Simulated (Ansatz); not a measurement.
Stackings of close-packed layers of KF (capitals for K, lower case for the other element), each relaxed to a stress under 0.05 GPa; energies count from the stacking AcBaCb (Fm-3m).

Theory: Ansatz 0.2.0, DFT PBE, scalar-relativistic, plane waves, PAW.

Cutoff 420 eV; k points 9×9×6 on the computed 4-atom cell (Γ-centred); Gaussian smearing, width 0.02 eV; no spin polarisation.

Start (AcBc):

```xyz
4
Lattice="3.8319 0.0000 0.0000 -1.9160 3.3186 0.0000 0.0000 0.0000 6.2575" Properties=species:S:1:pos:R:3 pbc="T T T"
K     0.0000    0.0000    0.0000
F     1.9160    1.1062    1.5644
K     0.0000    2.2124    3.1287
F     1.9160    1.1062    4.6931
```

Task: What does the relaxation give?

Result: The free energy falls by 9 meV/atom.

| Property | Result |
| --- | --- |
| excess energy (meV/atom) | 33.3 |
| spacing of like layers (Å) | 3.275 |
| a (Å) | 3.740 |
| gap on the mesh (eV) | 5.58 |

Relaxed structure:
```
CELL_PARAMETERS angstrom
3.73986 0.00000 0.00000
-1.86993 3.23882 0.00000
0.00000 0.00000 6.55062
ATOMIC_POSITIONS crystal
K 0.00000 0.00000 0.00000
F 0.66667 0.33333 0.25000
K 0.33333 0.66667 0.50000
F 0.66667 0.33333 0.75000
```

An odd mesh misses points on the zone edge, so a gap read on it can be too wide.

Time: 35 s on 1 thread of Arm Neoverse V1 (shared host), peak memory 0.36 GiB.